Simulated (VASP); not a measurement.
# Be (P4_2/mnm) in VASP: notebook, part 2 of 2

VASP 6.6.1. Earlier steps stand in the parts before.

## 5. Single point, PBEsol (functional PBEsol, strained and moved within the space group)

Contents of INCAR:

```
SYSTEM = Be
PREC = Accurate
ENCUT = 520
EDIFF = 1E-6
ISMEAR = 0
SIGMA = 0.1
LREAL = .False.
LASPH = .True.
NELM = 100
ALGO = Fast
ISIF = 2
LWAVE = .False.
LCHARG = .False.
GGA = PS
NBANDS = 12
```

Contents of KPOINTS:

```
regular mesh
0
Gamma
  12 12 18
  0 0 0
```

Contents of POSCAR:

```
Be
1.0
    3.6097555439      0.0000000000      0.0000000000
    0.0000000000      3.6097555439      0.0000000000
    0.0000000000      0.0000000000      2.2320499776
Be
4
Direct
    0.2860846712      0.2860846712      0.0000000000
    0.7139153288      0.7139153288      0.0000000000
    0.2139153288      0.7860846712      0.5000000000
    0.7860846712      0.2139153288      0.5000000000
```

Potentials or basis: VASP PAW PBE potentials, release 64 (Be).

The run is started by

```bash
$ cat potpaw_PBE.64/Be/POTCAR > POTCAR
$ mpirun -np 1 vasp_std > vasp.out
```

OUTCAR:

```text
SYSTEM = Be
   PREC = Accurate
   ENCUT = 520
   EDIFF = 1E-6
   ISMEAR = 0
   LREAL = .False.
   LASPH = .True.
   NELM = 100
   ISIF = 2
   GGA = PS

 ion  position               nearest neighbor table
   1  0.286  0.286  0.000-   3 2.14   4 2.14   3 2.14   4 2.14   3 2.14   3 2.14   4 2.14   4 2.14
                             2 2.18
   2  0.714  0.714  0.000-   3 2.14   4 2.14   3 2.14   4 2.14   4 2.14   4 2.14   3 2.14   3 2.14
                             1 2.18
   3  0.214  0.786  0.500-   1 2.14   2 2.14   1 2.14   2 2.14   1 2.14   1 2.14   2 2.14   2 2.14
                             4 2.18
   4  0.786  0.214  0.500-   1 2.14   2 2.14   1 2.14   2 2.14   2 2.14   2 2.14   1 2.14   1 2.14
                             3 2.18

  LATTYP: Found a simple tetragonal cell.
 ALAT       =     3.6097555439
 C/A-ratio  =     0.6183382643

  Lattice vectors:

 A1 = (   3.6097555439,   0.0000000000,   0.0000000000)
 A2 = (   0.0000000000,   3.6097555439,   0.0000000000)
 A3 = (   0.0000000000,   0.0000000000,   2.2320499776)

Analysis of symmetry for initial positions (statically):
=====================================================================
 Subroutine PRICEL returns:
 Original cell was already a primitive cell.

 Routine SETGRP: Setting up the symmetry group for a
[... 530 lines left out ...]
  band No.  band energies     occupation
      1      -1.7193      2.00000
      2      -0.3392      2.00000
      3       1.0527      2.00000
      4       2.4905      2.00000
      5      13.6965      0.00000
      6      14.3611      0.00000
      7      15.9346      0.00000
      8      19.5423      0.00000
      9      19.8764      0.00000
     10      21.1204      0.00000
     11      21.4904      0.00000
     12      23.0998      0.00000

 [... further k-points ...]

------------------------ aborting loop because EDIFF is reached ----------------------------------------

  FORCE on cell =-STRESS in cart. coord.  units (eV):
  Direction    XX          YY          ZZ          XY          YZ          ZX
  --------------------------------------------------------------------------------------
  -------------------------------------------------------------------------------------
  Total        1.9171622      1.9171622      2.6287995     -0.0000000      0.0000000      0.0000000
  in kB      105.6111919    105.6111919    144.8133318     -0.0000000      0.0000000      0.0000000
  external PRESSURE =     118.6785719 kB  Pullay stress =       0.0000000 kB

 VOLUME and BASIS-vectors are now :
 -----------------------------------------------------------------------------
  energy-cutoff  :      520.00
  volume of cell :       29.08
      direct lattice vectors                 reciprocal lattice vectors
     3.609755544  0.000000000  0.000000000     0.277027070  0.000000000  0.000000000
     0.000000000  3.609755544  0.000000000     0.000000000  0.277027070  0.000000000
     0.000000000  0.000000000  2.232049978     0.000000000  0.000000000  0.448018642

 POSITION                                       TOTAL-FORCE (eV/Angst)
 -----------------------------------------------------------------------------------
      1.03270      1.03270      0.00000         0.185665      0.185665      0.000000
      2.57706      2.57706      0.00000        -0.185665     -0.185665      0.000000
      0.77218      2.83757      1.11602        -0.185665      0.185665      0.000000
      2.83757      0.77218      1.11602         0.185665     -0.185665      0.000000
 -----------------------------------------------------------------------------------
    total drift:                                0.000000     -0.000000      0.000000

  FREE ENERGIE OF THE ION-ELECTRON SYSTEM (eV)
  ---------------------------------------------------
  free  energy   TOTEN  =       -15.6542776579 eV

  energy  without entropy=      -15.6520838466  energy(sigma->0) =      -15.65318075
```

stdout:

```text
POSCAR found type information on POSCAR Be
 POSCAR found :  1 types and       4 ions
 scaLAPACK will be used
 -----------------------------------------------------------------------------
|                                                                             |
|                                                                             |
|     You enforced a specific xc type in the INCAR file but a different       |
|     I HOPE YOU KNOW WHAT YOU ARE DOING!                                     |
|                                                                             |
 -----------------------------------------------------------------------------

 LDA part: xc-table for (Slater+PW92), standard interpolation
 POSCAR, INCAR and KPOINTS ok, starting setup
 FFT: planning ... GRIDC
 FFT: planning ... GRID_SOFT
 FFT: planning ... GRID
 WAVECAR not read
 entering main loop
```

Wall time 46 s (1 thread of Intel Xeon Platinum 8259CL at 2.50GHz (Skylake/Cascade Lake), shared host); peak memory 0.19 GiB.

Results:

```yaml
Free_energy: -15.6543 eV
Pressure: 11.9 GPa
Largest_force: 0.263 eV/Å
Band_gap_on_the_k_mesh: none (metal or under the smearing width)
```

Forces on the atoms (eV/Å):
```
Be   0.186  0.186  0.000
Be  -0.186 -0.186  0.000
Be  -0.186  0.186  0.000
Be   0.186 -0.186  0.000
```

Levels at points of the mesh, in eV from the Fermi level:
```tsv
k point	band 1	band 2	band 3	band 4	band 5	band 6	band 7	band 8	band 9
(0.00, 0.00, 0.00)	-11.85	-5.42	-5.10	-0.54	-0.54	4.62	4.62	8.38	9.18
(0.50, 0.00, 0.00)	-9.79	-9.79	-2.86	-2.86	1.56	1.56	9.76	9.76	11.74
(0.50, 0.50, 0.00)	-7.67	-7.67	-7.66	-7.66	8.86	8.86	9.48	9.48	14.03
(0.00, 0.00, 0.50)	-6.40	-6.40	0.87	0.87	1.79	1.79	2.24	2.24	8.54
(0.50, 0.00, 0.50)	-4.93	-4.93	-4.01	-4.01	3.94	3.94	5.05	5.05	7.86
(0.50, 0.50, 0.50)	-4.28	-4.28	-4.08	-4.08	1.95	1.95	2.04	2.04	13.11
```

Caveat: the PAW data sets were made with another functional, which shifts forces and pressure a little.

## 6. Summary

| level | potentials or basis | cell | k mesh | gap on the mesh (eV) | pressure (GPa) | largest force (eV/Å) |
| --- | --- | --- | --- | --- | --- | --- |
| PBE | VASP PAW PBE potentials, release 64 (Be) | strained and moved within the space group | 12 × 12 × 18 | none | -7.5 | 0.85 |
| PBE | VASP PAW PBE potentials, release 64 (Ca_sv) | Be replaced by Ca, lengths x 1.500, strained and moved within the space group | 4 × 4 × 6 | none | 22.1 | 0.41 |
| PBE | VASP PAW PBE potentials, release 64 (Ca_sv) | Be replaced by Ca, lengths x 1.500, strained and moved within the space group | 8 × 8 × 12 | none | 20.7 | - |
| PBEsol | VASP PAW PBE potentials, release 64 (Be) | functional PBEsol, strained and moved within the space group | 12 × 12 × 18 | none | 11.9 | 0.26 |

Alike in all rows: task single point; no spin polarisation; cutoff (eV) 520; smearing gaussian 0.1 eV.

Caveats: so large a pressure means that the cell lies far from this level's equilibrium, or that cutoff or potentials fall short (some runs); the PAW data sets were made with another functional, which shifts forces and pressure a little (some runs).

Total energies depend on the potentials used, so only differences within one code and one set of settings carry meaning.
